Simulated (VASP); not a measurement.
# PtSe2 in VASP: a series of runs

The runs below take PtSe2 through relaxation of cell and atoms, with PBE, PBE+D3(BJ).

All numbers are computed with VASP 6.6.1; they aren't measurements. Logs are shortened: lines on timing, memory, paths and dates and some standing lists are left out, and cuts for length are marked.

## 1. The structure

The cell holds a slab with vacuum, 3 atoms: a = 3.724 Å, b = 3.724 Å, c = 20.531 Å, α = 90.00°, β = 90.00°, γ = 120.00°.

## 2. Relaxation of cell and atoms, PBE

The input, INCAR:

```
SYSTEM = PtSe2
PREC = Accurate
ENCUT = 600
EDIFF = 1E-6
ISMEAR = 0
SIGMA = 0.03
LREAL = .False.
LASPH = .True.
NELM = 80
ALGO = Normal
ISIF = 3
LWAVE = .False.
LCHARG = .False.
GGA = PE
IBRION = 2
NSW = 90
EDIFFG = -0.01
LATTICE_CONSTRAINTS = .TRUE. .TRUE. .FALSE.
```

The input, KPOINTS:

```
Automatic mesh
0
Gamma
  9 9 1
  0 0 0
```

The input, POSCAR:

```
PtSe2
1.0
    3.7240000000      0.0000000000      0.0000000000
   -1.8620000000      3.2250786000      0.0000000000
    0.0000000000      0.0000000000     20.5310000000
Se Pt
2 1
Direct
    0.6666666700      0.3333333300      0.4383615000
    0.3333333300      0.6666666700      0.5616385000
    0.0000000000      0.0000000000      0.5000000000
```

Potentials or basis: VASP PAW PBE potentials, release 64 (Se, Pt).

Launch:

```console
cat potpaw_PBE.64/Se/POTCAR potpaw_PBE.64/Pt/POTCAR > POTCAR
mpirun -np 1 vasp_std > vasp.out
```

OUTCAR:

```text
SYSTEM = PtSe2
   PREC = Accurate
   ENCUT = 600
   EDIFF = 1E-6
   ISMEAR = 0
   LREAL = .False.
   LASPH = .True.
   NELM = 80
   ISIF = 3
   GGA = PE
   IBRION = 2
   NSW = 90
   EDIFFG = -0.01

 ion  position               nearest neighbor table
   1  0.667  0.333  0.438-   3 2.49   3 2.49   3 2.49
   2  0.333  0.667  0.562-   3 2.49   3 2.49   3 2.49
   3  0.000  0.000  0.500-   1 2.49   2 2.49   2 2.49   1 2.49   1 2.49   2 2.49

  LATTYP: Found a hexagonal cell.
 ALAT       =     3.7240000000
 C/A-ratio  =     5.5131578947

  Lattice vectors:

 A1 = (   3.7240000000,   0.0000000000,   0.0000000000)
 A2 = (  -1.8620000000,   3.2250786000,   0.0000000000)
 A3 = (   0.0000000000,   0.0000000000,  20.5310000000)

Analysis of symmetry for initial positions (statically):
=====================================================================
 Subroutine PRICEL returns:
 Original cell was already a primitive cell.

 Routine SETGRP: Setting up the symmetry group for a
 hexagonal supercell.

 Subroutine GETGRP returns: Found 12 space group operations
 (whereof 12 operations were pure point group operations)
 out of a pool of 24 trial point group operations.

The static configuration has the point symmetry D_3d.

Analysis of symmetry for dynamics (positions and initial velocities):
=====================================================================
 Subroutine PRICEL returns:
 Original cell was already a primitive cell.

 Routine SETGRP: Setting up the symmetry group for a
 hexagonal supercell.

 Subroutine GETGRP returns: Found 12 space group operations
 (whereof 12 operations were pure point group operations)
 out of a pool of 24 trial point group operations.

The dynamic configuration has the point symmetry D_3d.

 Subroutine INISYM returns: Found 12 space group operations
 (whereof 12 operations are pure point group operations),
 and found     1 'primitive' translations

----------------------------------------------------------------------------------------

                                     Primitive cell

  volume of cell :     246.5813

  direct lattice vectors                    reciprocal lattice vectors
     3.724000000  0.000000000  0.000000000     0.268528464  0.155034981  0.000000000
    -1.862000000  3.225078600  0.000000000     0.000000000  0.310069962  0.000000000
     0.000000000  0.000000000 20.531000000     0.000000000  0.000000000  0.048706834

  length of vectors
     3.724000000  3.723999997 20.531000000     0.310069962  0.310069962  0.048706834

  position of ions in fractional coordinates (direct lattice)
     0.666666670  0.333333330  0.438361500
     0.333333330  0.666666670  0.561638500
     0.000000000  0.000000000  0.500000000

  ion indices of the primitive-cell ions
   primitive index   ion index
                 1           1
                 2           2
                 3           3

----------------------------------------------------------------------------------------

 KPOINTS: Automatic mesh

Automatic generation of k-mesh.
 Grid dimensions read from file:
 generate k-points for:    9    9    1

 Generating k-lattice:

  Cartesian coordinates                     Fractional coordinates (reciprocal lattice)
     0.029836496  0.017226109  0.000000000     0.111111111 -0.000000000  0.000000000
     0.000000000  0.034452218  0.000000000     0.000000000  0.111111111  0.000000000
     0.000000000  0.000000000  0.048706834     0.000000000  0.000000000  1.000000000

  Length of vectors
     0.034452218  0.034452218  0.048706834

  Shift w.r.t. Gamma in fractional coordinates (k-lattice)
     0.000000000  0.000000000  0.000000000

 Subroutine IBZKPT returns following result:
 ===========================================

 Found     12 irreducible k-points:

 Following reciprocal coordinates:
            Coordinates               Weight
  0.000000  0.000000  0.000000      1.000000
  0.111111 -0.000000  0.000000      6.000000
  0.222222  0.000000  0.000000      6.000000
  0.333333 -0.000000  0.000000      6.000000
  0.444444  0.000000  0.000000      6.000000
  0.111111  0.111111  0.000000      6.000000
  0.222222  0.111111  0.000000     12.000000
  0.333333  0.111111  0.000000     12.000000
  0.444444  0.111111  0.000000      6.000000
  0.222222  0.222222  0.000000      6.000000
  0.333333  0.222222  0.000000     12.000000
  0.333333  0.333333  0.000000      2.000000
   k-points           NKPTS =     12   k-points in BZ     NKDIM =     12   number of bands    NBANDS=     15
   number of dos      NEDOS =    301   number of ions     NIONS =      3
   total plane-waves  NPLWV = 151200
   dimension x,y,z NGX =    30 NGY =   30 NGZ =  168
   dimension x,y,z NGXF=    60 NGYF=   60 NGZF=  336
   ions per type =               2   1
   NGX,Y,Z   is equivalent  to a cutoff of  13.39, 13.39, 13.60 a.u.
   NGXF,Y,Z  is equivalent  to a cutoff of  26.79, 26.79, 27.21 a.u.
 SYSTEM =  PtSe2
   PREC   = accura    normal or accurate (medium, high low for compatibility)
   ISTART =      0    job   : 0-new  1-cont  2-samecut
   ICHARG =      2    charge: 1-file 2-atom 10-const
   ISPIN  =      1    spin polarized calculation?
   LNONCOLLINEAR =      F non collinear calculations
   LSORBIT =      F    spin-orbit coupling
   LASPH  =      T    aspherical Exc in radial PAW
   ENCUT  =  600.0 eV  44.10 Ry    6.64 a.u.   7.44  7.44 41.01*2*pi/ulx,y,z
   NELM   =     80;   NELMIN=  2; NELMDL= -5     # of ELM steps
   EDIFF  = 0.1E-05   stopping-criterion for ELM
   LREAL  =      F    real-space projection
   EDIFFG = -.1E-01   stopping-criterion for IOM
   NSW    =     90    number of steps for IOM
   IBRION =      2    ionic relax: 0-MD 1-quasi-New 2-CG
   NFREE  =      1    steps in history (QN), initial steepest desc. (CG)
   ISIF   =      3    stress and relaxation
   ISYM   =      2    0-nonsym 1-usesym 2-fastsym
   POTIM  = 0.5000    time-step for ionic-motion
   TEBEG  =    0.0;   TEEND  =   0.0 temperature during run
   PSTRESS=    0.0 pullay stress
   NELECT =      22.0000    total number of electrons
   NUPDOWN=      -1.0000    fix difference up-down
   EMIN   =  10.00;   EMAX   =-10.00  energy-range for DOS
   EFERMI =   0.00;   METHOD = LEGACY
   ISMEAR =     0;   SIGMA  =   0.03  broadening in eV -4-tet -1-fermi 0-gaus
   EFERMI_NEDOS =   21; number of points for ismear=-14 and -15
   IALGO  =     38    algorithm
   IMIX   =      4    mixing-type and parameters
     AMIX     =   0.40;   BMIX     =  1.00
     AMIX_MAG =   1.60;   BMIX_MAG =  1.00
  volume/ion in A,a.u.               =      82.19       554.67
  Fermi-wavevector in a.u.,A,eV,Ry     =   0.731525  1.382381  7.280865  0.535128
  Thomas-Fermi vector in A             =   1.823763
   LORBIT       =      0    0 simple, 1 ext, 2 COOP (PROOUT), +10 PAW based schemes
   GGA     = PE    functional components
   LHFCALC =     F    Hartree Fock is set to
   AEXX    =    0.0000 exact exchange contribution
   IVDW    =     0    specifies the selected vdW correction
   LEPSILON=     F    determine dielectric tensor
   LRPA    =     F    only Hartree local field effects (RPA)
 conjugate gradient relaxation of ions
 non-spin polarized calculation
 Gauss-broadening in eV      SIGMA  =   0.03
  energy-cutoff  :      600.00
  volume of cell :      246.58
 maximum number of plane-waves:      8273
 NGX is ok and might be reduce to    30
   NGX = 15   NGY = 15   NGZ = 83

--------------------------------------- Ionic step        1  -------------------------------------------

 number of electron      21.9999998 magnetization

 Free energy of the ion-electron system (eV)
  ---------------------------------------------------
  ext. energy  EPLUGINS =         0.00000000
  ---------------------------------------------------
  free energy    TOTEN  =       -14.25645033 eV

  energy without entropy =      -14.25645033  energy(sigma->0) =      -14.25645033

------------------------ aborting loop because EDIFF is reached ----------------------------------------

  FORCE on cell =-STRESS in cart. coord.  units (eV):
  Direction    XX          YY          ZZ          XY          YZ          ZX
  --------------------------------------------------------------------------------------
  -------------------------------------------------------------------------------------
  Total        1.8811722      1.8811722      1.6893625     -0.0000000     -0.0000000      0.0000000
  in kB       12.2230353     12.2230353     10.9767392     -0.0000000     -0.0000000      0.0000000
  external PRESSURE =      11.8076033 kB  Pullay stress =       0.0000000 kB

 VOLUME and BASIS-vectors are now :
 -----------------------------------------------------------------------------
  energy-cutoff  :      600.00
  volume of cell :      246.58
      direct lattice vectors                 reciprocal lattice vectors
     3.724000000  0.000000000  0.000000000     0.268528464  0.155034981  0.000000000
    -1.862000000  3.225078600  0.000000000     0.000000000  0.310069962  0.000000000
     0.000000000  0.000000000 20.531000000     0.000000000  0.000000000  0.048706834
[... 260 lines left out ...]
 POSITION                                       TOTAL-FORCE (eV/Angst)
 -----------------------------------------------------------------------------------
      1.87493      1.08249      8.95679         0.000000     -0.000000      0.019833
     -0.00000      2.16498     11.57421        -0.000000      0.000000     -0.019833
      0.00000      0.00000     10.26550        -0.000000      0.000000      0.000000
 -----------------------------------------------------------------------------------
    total drift:                               -0.000000     -0.000000      0.000000

  FREE ENERGIE OF THE ION-ELECTRON SYSTEM (eV)
  ---------------------------------------------------
  free  energy   TOTEN  =       -14.2958721331 eV

  energy  without entropy=      -14.2958721331  energy(sigma->0) =      -14.29587213

--------------------------------------- Ionic step        9  -------------------------------------------

 number of electron      21.9999999 magnetization

 Free energy of the ion-electron system (eV)
  ---------------------------------------------------
  ext. energy  EPLUGINS =         0.00000000
  ---------------------------------------------------
  free energy    TOTEN  =       -14.29594062 eV

  energy without entropy =      -14.29594062  energy(sigma->0) =      -14.29594062

 E-fermi :  -2.8884     XC(G=0):  -3.2483

 val. band max:       -3.0270281623   @ k =   0.0000   0.0000   0.0000
 cond. band min:      -1.6467371587   @ k =   0.2222   0.0000   0.0000
 fundamental gap:      1.3802910037
 Fermi energy:        -2.8883533498

 k-point     1 :       0.0000    0.0000    0.0000
  band No.  band energies     occupation
      1     -16.9306      2.00000
      2     -15.1616      2.00000
      3      -8.0303      2.00000
      4      -8.0303      2.00000
      5      -7.9876      2.00000
      6      -5.7976      2.00000
      7      -5.7976      2.00000
      8      -4.2126      2.00000
      9      -3.5766      2.00000
     10      -3.0270      2.00000
     11      -3.0270      2.00000
     12      -0.0764      0.00000
     13      -0.0764      0.00000
     14       1.4963      0.00000
     15       2.2589      0.00000
[... 218 lines left out ...]
 POSITION                                       TOTAL-FORCE (eV/Angst)
 -----------------------------------------------------------------------------------
      1.87384      1.08186      8.95750        -0.000000      0.000000     -0.001236
     -0.00000      2.16373     11.57350        -0.000000     -0.000000      0.001236
      0.00000     -0.00000     10.26550         0.000000      0.000000      0.000000
 -----------------------------------------------------------------------------------
    total drift:                               -0.000000      0.000000      0.000000

  FREE ENERGIE OF THE ION-ELECTRON SYSTEM (eV)
  ---------------------------------------------------
  free  energy   TOTEN  =       -14.2959406220 eV

  energy  without entropy=      -14.2959406220  energy(sigma->0) =      -14.29594062

 reached required accuracy - stopping structural energy minimisation
```

It took 3.3 min on 1 thread of AMD EPYC 9R45 (Zen 5), shared host; peak memory 0.42 GiB.

What came out:

```yaml
Free_energy: -14.2959 eV
Relaxed_volume: 83.24 Å³/atom
Relaxed_cell: a = 3.748 Å, b = 3.748 Å, c = 20.531 Å, α = 90.00°, β = 90.00°, γ = 120.00°
Space_group_after_relaxing_to_0.05_Å: P-3m1 (No. 164)
Energy_gained_by_relaxing: 13.2 meV/atom
Ionic_steps: 9
Band_gap_on_the_k_mesh: 1.38 eV, indirect (least direct gap 1.50 eV)
```

The path:
```
step  energy change (eV)  largest force (eV/Å)  pressure (GPa)  volume (Å³)
   1              0.0000                0.6703            1.18       246.58
   2              0.0139                0.3913           -1.19       261.73
   3             -0.0339                0.1517            0.00       253.29
   4             -0.0339                0.1612            0.03       253.16
   5             -0.0364                0.1231            0.02       252.25
   6             -0.0395                0.0086            0.02       249.52
   7             -0.0395                0.0116            0.02       249.59
   8             -0.0394                0.0198           -0.06       250.02
   9             -0.0395                0.0012            0.00       249.73
```

Final structure:
```
CELL_PARAMETERS angstrom
3.74768 0.00000 0.00000
-1.87384 3.24559 0.00000
0.00000 0.00000 20.53100
ATOMIC_POSITIONS crystal
Se 0.66667 0.33333 0.43629
Se 0.33333 0.66667 0.56371
Pt 0.00000 0.00000 0.50000
```

Caveat: spin-orbit coupling is left out, which moves the levels of the heavy elements.

(Continued in part 2 of 2.)
